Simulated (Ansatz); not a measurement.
# Si2W (I4/mmm) in Ansatz: band structure with HSE06

Aim: the band structure of Si2W with HSE06.

All numbers are computed with Ansatz 0.2.0; they aren't measurements. Logs are shortened: lines on timing, memory, paths and dates and some standing lists are left out, and cuts for length are marked.

### 1 Starting point

It takes space group I4/mmm (No. 139, tetragonal). The conventional cell has a = 3.214 Å, b = 3.214 Å, c = 7.830 Å, α = 90.00°, β = 90.00°, γ = 90.00°. W (site symmetry 4/mmm) has 10 Si at 2.62 Å as nearest neighbours. Si (site symmetry 4mm) has 5 Si at 2.59 to 2.63 Å and 5 W at 2.62 Å as nearest neighbours.

### 2 Band structure, HSE06

Input file input:

```
crystal:
  lattice:
    - [-1.6069, 1.6069, 3.91495]
    - [1.6069, -1.6069, 3.91495]
    - [1.6069, 1.6069, -3.91495]
  atoms:
    - { symbol: W, position: [0.0, 0.0, 0.0] }
    - { symbol: Si, position: [0.6653, 0.6653, 0.0] }
    - { symbol: Si, position: [0.3347, 0.3347, 0.0] }
hamiltonian:
  xc: hse06
  pseudopotentials: { kind: paw }
kpoints:
  mp_grid: { grid: [8, 8, 8] }
  band_path:
    path:
      - [[0.0, 0.0, 0.0], [0.0, 0.0, 0.5], [-0.084235521, 0.084235521, 0.5], [-0.2921177605, 0.2921177605, 0.2921177605], [0.0, 0.0, 0.0], [0.5, 0.5, -0.5], [0.2921177605, 0.7078822395, -0.2921177605], [0.0, 0.5, 0.0], [0.25, 0.25, 0.25], [0.5, 0.5, -0.084235521], [0.5, 0.5, -0.5]]
      - [[0.0, 0.0, 0.5], [0.25, 0.25, 0.25]]
    npoints: 4
scf:
  occupations: { method: fermi_dirac, width: 0.05 }
  n_extra_bands: 7
output:
  forces: true
  stress: true
  eigenvalues: true
  fatbands: false
```

Potentials or basis: Ansatz PAW.

Output:

```text
Warning: output.stress: scf.convergence.dr2_threshold = 1e-7 eV (the SCF's general default) is looser than the 3e-10 eV advised for a printed stress (1e-10 eV for each atom of the cell: 3). What an SCF threshold leaves in a stress goes as its square root, and in the free energy as the threshold itself, and one threshold admits the most on a small cell: of the crystals measured, under no hybrid functional and no lock of the moments, on runs that ended without the residual-converged pass, on stresses that held no estimate of that error, the worst erred by over 100 MPa in a component at 1e-7 eV an atom and by under 5 at 1e-10. Set scf.convergence.dr2_threshold to 3e-10 eV or tighter. The threshold is an SCF's pass mark: one that does not reach it within its budget of iterations ends unconverged, or closes short of it on a stop that the run arms, and scf.convergence.dr2_threshold's page says what that costs each kind of run
Warning: output.stress: scf.exx.energy_threshold = 1e-6 eV is looser than the 3e-8 eV advised for a stress under a hybrid functional (1e-8 eV for each atom of the cell: 3). Every SCF of the exchange loop can meet its threshold on dr2 while the loop round them stops early: no threshold on dr2 bounds what that leaves in the stress. Set scf.exx.energy_threshold to 3e-8 eV or tighter. The threshold is the loop's pass mark: a loop that does not reach it within its budget of cycles ends unconverged, and scf.exx.energy_threshold's page has the law
scf.n_extra_bands = 7 over 11 filled bands (N_el = 22.0): the run solves 18 bands
GPUs: using 1 of 1 available (devices: 1).
Engine: ansatz 0.2.0, x86_64-unknown-linux-gnu
Pseudopotentials: kind: paw
Pseudopotential: W, paw, valence charge 14, recommended cutoff 420 eV (normal), W.paw.azcp
Pseudopotential: Si, paw, valence charge 4, recommended cutoff 420 eV (normal), Si.paw.azcp
Functional definition: HSE06
  parameter a = 0.25
  parameter omega = 0.11/bohr
  exchange = pbe_x - a*pbe_x_sr(omega) + a*exact_x_sr(omega)
  correlation = pbe_c
device memory: the entry about to start is reckoned to put 1.1 GiB on a device that reports 70.1 GiB free (of which the cap on the GPU budget leaves the run 18.0 GiB)
GPU FFT provider: cuFFT
GPU libraries: cuBLAS 13.8.2, cuFFT 12.4.0, cuSOLVER 12.3.4
Crystal: 3 atoms, lattice volume = 40.436 Å³
Basis set: ecut = 420 eV, 793 PW (Γ), exchange–correlation on 64×64×64 points (8 copies of the dense FFT grid, shifted against one another)
Bands: 18, of which v1, the nominal top of the filled ones, is band 11 counted from 1 (10 counted from 0)
Symmetry: 16 space group operations
Space group: I4/mmm (ITA 139), of the structure as read, at distance tolerance 3.4e-5 Å
k-points: 59 of 512
Non-local potential: W, projectors of the file, l = 0: 3, l = 1: 2, l = 2: 2, l = 3: 1
Non-local potential: Si, projectors of the file, l = 0: 2, l = 1: 2, l = 2: 2
PAW form: soft (Blöchl's): semilocal exchange-correlation on the pseudo side does not see the compensation charge
PAW frozen core: W, regenerated for the run's functional, and the local potential with it (the file was generated under x = pbe(κ = 0.804, μ = 0.2195149727645171), c = pbe(β = 0.06672455060314922))
PAW frozen core: Si, regenerated for the run's functional, and the local potential with it (the file was generated under x = pbe(κ = 0.804, μ = 0.2195149727645171), c = pbe(β = 0.06672455060314922))
PAW one-centre angular grid: W, 590 points (default); XC on 64 Gauss nodes
PAW one-centre angular grid: Si, 110 points (default); XC on 64 Gauss nodes
Initial density: superposition of atomic densities (neutral atoms: chi_scale 0, normalization atom), corrected by the library's trained network
Initial wavefunctions: pseudopotential atomic-orbital guess
GPU buffer pool allocated for 32768 grid points (all kernels)
GPU transforms: local potential and band sums: pruned to the plane-wave sphere, on 32×32×32
Functional: x = pbe(κ = 0.804, μ = 0.2195149727645171), c = pbe(β = 0.06672455060314922), warm-up for x = pbe(κ = 0.804, μ = 0.2195149727645171) + 0.25 (exact − pbe) at short range (hse, ω = 0.20786987370883472 Å⁻¹), c = pbe(β = 0.06672455060314922); HSE06 as pw.x's `hse` composes it (authors' and Libxc's form: `xc: wpbeh`)
SCF iter   1: F=—  HF=-11657.446076 eV  |F-HF|=—  |Δ(HF+E_count)|=         —  Δρ=5.48e-3  dr2=1.49e-2  ethr=1.77e-3  ⟨swp⟩=6.6  Hψ=4585  notcnv=0
preconditioner: auto → Kerker (q_TF=auto, 2.465 Å⁻¹)  [metal: Δε(μ)=0.161 eV  Ē_g=9.826 eV  σ=0.050 eV  W_gap=0.47  n_scr=10 (ndim 8)  ℏωp=21.8 eV  f_vac=0.000  D(μ)=0.32/eV (n_scr^D=0)]
SCF iter   2: F=—  HF=-11657.443298 eV  |F-HF|=—  |Δ(HF+E_count)|=   2.78e-3  Δρ=2.38e-3  dr2=1.60e-3  ethr=6.78e-5  ⟨swp⟩=3.9  Hψ=2293  notcnv=0  defer=16
iter 3 solved again at ethr=6.62e-7 eV; its pass at ethr=7.26e-6 eV (dr2=1.46e-4 eV) is discarded
SCF iter   3: F=—  HF=-11657.443160 eV  |F-HF|=—  |Δ(HF+E_count)|=   1.38e-4  Δρ=7.72e-4  dr2=1.49e-4  ethr=6.62e-7  ⟨swp⟩=2.3  Hψ=3646  notcnv=0  defer=1
SCF iter   4: F=—  HF=-11657.443150 eV  |F-HF|=—  |Δ(HF+E_count)|=   9.37e-6  Δρ=7.62e-5  dr2=3.56e-6  ethr=6.62e-7  ⟨swp⟩=2.4  Hψ=1739  notcnv=0  defer=1
SCF iter   5: F=—  HF=-11657.443150 eV  |F-HF|=—  |Δ(HF+E_count)|=   2.34e-9  Δρ=2.18e-5  dr2=1.25e-7  ethr=1.62e-8  ⟨swp⟩=3.7  Hψ=2137  notcnv=0
SCF iter   6: F=—  HF=-11657.443150 eV  |F-HF|=—  |Δ(HF+E_count)|=   1.33e-8  Δρ=5.86e-6  dr2=9.28e-9  ethr=5.67e-10  ⟨swp⟩=2.8  Hψ=1789  notcnv=0
SCF iter   7: F=-11657.443150 eV  HF=-11657.443150 eV  |F-HF|=0.00e0  |Δ(HF+E_count)|=   1.50e-9  Δρ=5.21e-7  dr2=6.63e-11  ethr=4.22e-11  ⟨swp⟩=3.0  Hψ=1906  notcnv=0
[... 16 lines left out ...]
SCF iter   3: F=—  HF=-11659.451149 eV  |F-HF|=—  |Δ(HF+E_count)|=   3.95e-3  Δρ=1.64e-3  dr2=1.84e-3  ethr=7.73e-6  ⟨swp⟩=3.1  Hψ=2648  notcnv=0
SCF iter   4: F=—  HF=-11659.450721 eV  |F-HF|=—  |Δ(HF+E_count)|=   4.29e-4  Δρ=6.27e-4  dr2=3.98e-4  ethr=7.73e-6  ⟨swp⟩=3.0  Hψ=2034  notcnv=0
SCF iter   5: F=—  HF=-11659.450630 eV  |F-HF|=—  |Δ(HF+E_count)|=   9.04e-5  Δρ=1.83e-4  dr2=2.83e-5  ethr=1.61e-6  ⟨swp⟩=2.5  Hψ=1754  notcnv=0
SCF iter   6: F=—  HF=-11659.450728 eV  |F-HF|=—  |Δ(HF+E_count)|=   9.76e-5  Δρ=1.68e-4  dr2=1.64e-5  ethr=5.47e-8  ⟨swp⟩=3.4  Hψ=2721  notcnv=0
SCF iter   7: F=-11659.450724 eV  HF=-11659.450724 eV  |F-HF|=3.17e-7  |Δ(HF+E_count)|=   3.95e-6  Δρ=2.81e-5  dr2=1.13e-6  ethr=5.47e-8  ⟨swp⟩=2.7  Hψ=1786  notcnv=0
SCF 2 stopped early in 7 iterations: F = -11659.450724 eV  dr2 = 1.13e-6
  Residual-converged pass: ⟨swp⟩=4.0  Hψ=2653  notcnv=0  max |occ|·‖R‖ = 6.6e-6 eV (tolerance 6.7e-6 eV)  dr2=1.10e-6  dr2_onsite=1.22e-8  max |Δocc| = 3.0e-10
hybrid outer 1: dexx = +5.055e-3 eV, tail = 9.47e-6 eV
GPU FFT provider: cuFFT
GPU libraries: cuBLAS 13.8.2, cuFFT 12.4.0, cuSOLVER 12.3.4
GPU buffer pool allocated for 32768 grid points (all kernels)
GPU transforms: local potential and band sums: pruned to the plane-wave sphere, on 32×32×32
Exchange kernel: α = 0.2500, screened, ω = 0.2079 Å⁻¹, Wigner–Seitz truncation, v(0) = 1046.8970 eV·Å³, q-mesh 8×8×8, nearest image of the exchange supercell L = 25.71 Å, pair-density grid 18×18×18, without the augmentation charges, whose exchange is taken in its separable form by FFT convolution over the k-point mesh (sized by the pseudopotential files, 25×25×18 at the most), smooth part of the exact exchange by density-matrix convolution in up to 6.30 GiB of GPU memory as planned if the GPU has room (build and FFT work areas not counted)
Frozen-core exchange: fock
SCF iter   1: F=—  HF=-11659.450775 eV  |F-HF|=—  |Δ(HF+E_count)|=         —  Δρ=6.44e-5  dr2=1.31e-6  ethr=2.15e-7  ⟨swp⟩=4.3  Hψ=2853  notcnv=0
preconditioner: auto → none  [insulator: Δε(μ)=0.311 eV  Ē_g=11.168 eV  σ=0.050 eV  W_gap=0.73  n_scr=10 (ndim 8)  ℏωp=21.8 eV  f_vac=0.000  D(μ)=0.13/eV (n_scr^D=0)]
SCF iter   2: F=—  HF=-11659.450774 eV  |F-HF|=—  |Δ(HF+E_count)|=   3.81e-7  Δρ=1.79e-5  dr2=5.17e-8  ethr=4.69e-9  ⟨swp⟩=2.6  Hψ=1765  notcnv=0
SCF iter   3: F=—  HF=-11659.450774 eV  |F-HF|=—  |Δ(HF+E_count)|=   8.62e-8  Δρ=4.32e-6  dr2=2.34e-9  ethr=1.39e-10  ⟨swp⟩=4.1  Hψ=2607  notcnv=0  defer=1
SCF iter   4: F=—  HF=-11659.450774 eV  |F-HF|=—  |Δ(HF+E_count)|=  9.60e-10  Δρ=8.91e-7  dr2=3.44e-10  ethr=9.22e-12  ⟨swp⟩=4.0  Hψ=2509  notcnv=0  defer=3
SCF iter   5: F=-11659.450774 eV  HF=-11659.450774 eV  |F-HF|=0.00e0  |Δ(HF+E_count)|=  7.09e-11  Δρ=1.05e-7  dr2=8.27e-12  ethr=1.16e-12  ⟨swp⟩=2.8  Hψ=1806  notcnv=0  defer=1
SCF 3 converged in 5 iterations: F = -11659.450774 eV  dr2 = 8.27e-12
  Residual-converged pass: ⟨swp⟩=3.1  Hψ=2061  notcnv=0  max |occ|·‖R‖ = 2.6e-7 eV (tolerance 2.7e-7 eV)  dr2=8.29e-12  dr2_onsite=2.20e-13  max |Δocc| = 2.5e-13
hybrid outer 2: dexx = +1.944e-7 eV, tail = 5.51e-9 eV, Δε = 1.69e-3 eV (about 4.15e-5 eV left of the loop's levels), ΔF = 9.45e-4 eV/Å (tail 3.33e-4)
device memory: the entry about to start is reckoned to put 0.4 GiB on a device that reports 62.6 GiB free (of which the cap on the GPU budget leaves the run 18.0 GiB)
NSCF: frozen V_eff on 46 k-points, pencils in batches of 32, up to order 80
hybrid SCF converged: 2 outer / 12 inner (+7 warm-up), last move |dexx| = 1.94e-7 eV, tail = 5.51e-9 eV
Stability not checked: this state was not tested for a lower state beside it, because the functional holds exact exchange (a hybrid, or Hartree-Fock), whose exchange loop this test does not read (fock_operator; see scf.lower_state_search)
Free energy (F): -11659.450774 eV
Frozen-core exchange: fock
Harris-Foulkes:  -11659.450774 eV  (|F-HF|=0.00e0)
Internal energy: -11659.449731 eV  (E = F + TS)
E sigma→0 (E₀):  -11659.450253 eV
Entropy (-TS):   -0.001043 eV (-0.348 meV/atom)
Fermi energy:    16.602252 eV
--- Per-component energies (eV) ---
  E_band       = -114.765919
  E_kinetic    = 540.474172
  E_local      = -941.534793  (includes V_loc(G=0)·N_el)
  E_nonlocal   = 50.273294
  E_hartree    = 370.014187
  E_xc         = -306.067936
  E_vxc        = -270.794797  (∫ρ·V_xc dr)
  E_exx        = -52.622720  (= α·E_x^exact, valence–valence)
  E_paw        = -9612.462173  (= ΣΔE_a)
  E_vpaw       = -127.966506  (= ΣTr[D̂ρ^β])
  E_aug_tail   = -0.000066  (compensation charges beyond the density's cutoff)
  E_ewald      = -1704.482625
  E_core_change = -3.041071  (= ΣΔE_core)
  E_smearing   = -0.001043  (= −TS)
  E_closure    = -0.000000  (closes the sum)
  Σ components = -11659.450774   (vs F -11659.450774, Δ=0.00e0)
--- Forces (eV/Å), atoms counted from 1 ---
  atom   1  W     -0.00000000     0.00000000    -0.00000000
  atom   2  Si     0.00000000    -0.00000000    -0.12860987
  atom   3  Si     0.00000000    -0.00000000     0.12860987
  max |Σ_I F_I| component: 9.71e-17 eV/Å
--- Stress (GPa, compression-positive) ---
       -1.877258       0.000000      -0.000000
        0.000000      -1.877258       0.000000
        0.000000       0.000000      -3.076623
  P = ⅓ Tr σ = -2.2770 GPa (-22.770 kbar)
--- Band table (eV; the first three rows and the last of 59) ---
  k-point 0: bands = ["-60.9979", "-23.9539", "-23.8800", "-23.8800", "0.8764", "8.9523", "12.4370", "13.0225", "13.3098", "13.3098", "17.3220", "19.7769", "20.0348", "20.0982", "20.0982", "22.1025", "23.1493", "23.1493"]
  k-point 1: bands = ["-60.9952", "-23.9467", "-23.9176", "-23.9154", "1.4311", "9.4376", "11.2825", "12.1466", "13.1122", "14.3931", "15.1269", "19.4574", "20.5465", "20.6511", "21.2102", "21.8815", "23.8364", "24.3159"]
  k-point 2: bands = ["-60.9885", "-24.0046", "-24.0000", "-23.9294", "2.9654", "10.0138", "10.3671", "10.4614", "13.0203", "13.4792", "14.2673", "20.2960", "20.3389", "21.1371", "21.5201", "21.5777", "23.1648", "24.9083"]
  k-point 58: bands = ["-60.9980", "-23.9694", "-23.8804", "-23.8804", "3.3986", "4.2700", "12.4536", "13.8039", "15.7025", "15.7025", "16.0081", "16.0081", "17.5561", "21.7272", "22.3851", "23.6251", "25.5130", "26.0937"]
```

Run time: 2.3 min. Hardware: 1 × NVIDIA H100 80GB HBM3 with 2 threads of AMD EPYC 7R13 (Zen 3), shared host; peak memory 3.9 GiB.

What came out:

- Free energy: -11659.4508 eV
- Pressure: -2.3 GPa
- Largest force: 0.129 eV/Å
- Band gap on the k mesh: none (metal or under the smearing width)

Forces on the atoms (eV/Å):
```
W    0.000  0.000  0.000
Si   0.000  0.000 -0.129
Si   0.000  0.000  0.129
```

Levels at the corners of the path, in eV from the Fermi level:
| point | band 8 | band 9 | band 10 | band 11 | band 12 | band 13 | band 14 | band 15 |
| --- | --- | --- | --- | --- | --- | --- | --- | --- |
| Γ | -3.58 | -3.29 | -3.29 | 0.72 | 3.17 | 3.43 | 3.50 | 3.50 |
| X | -6.11 | -5.64 | -3.74 | -2.14 | 3.26 | 3.89 | 3.94 | 4.59 |
| Y | -5.78 | -4.55 | -3.58 | -2.69 | 2.38 | 2.83 | 3.80 | 5.91 |
| S | -3.37 | -3.12 | -2.85 | -0.41 | 2.35 | 3.22 | 4.09 | 5.06 |
| Γ | -3.58 | -3.29 | -3.29 | 0.72 | 3.17 | 3.43 | 3.50 | 3.50 |
| Z | -2.80 | -0.90 | -0.90 | -0.59 | -0.59 | 0.95 | 5.12 | 5.78 |
| S1 | -3.37 | -3.12 | -2.85 | -0.41 | 2.35 | 3.22 | 4.09 | 5.06 |
| N | -5.48 | -3.24 | -3.07 | -0.54 | 3.26 | 3.57 | 4.50 | 5.24 |
| P | -7.40 | -3.45 | -2.85 | -2.85 | 0.44 | 3.89 | 4.49 | 4.71 |
| Y1 | -5.78 | -4.55 | -3.58 | -2.69 | 2.38 | 2.83 | 3.80 | 5.91 |
| Z | -2.80 | -0.90 | -0.90 | -0.59 | -0.59 | 0.95 | 5.12 | 5.78 |
| X | -6.11 | -5.64 | -3.74 | -2.14 | 3.26 | 3.89 | 3.94 | 4.59 |
| P | -7.40 | -3.45 | -2.85 | -2.85 | 0.44 | 3.89 | 4.49 | 4.71 |

Caveat: spin-orbit coupling is left out, which moves the levels of the heavy elements; the PAW data sets come from PBE, with cores solved anew for the run's functional, which leaves a small shift of forces and pressure; the thresholds are loose for stress.
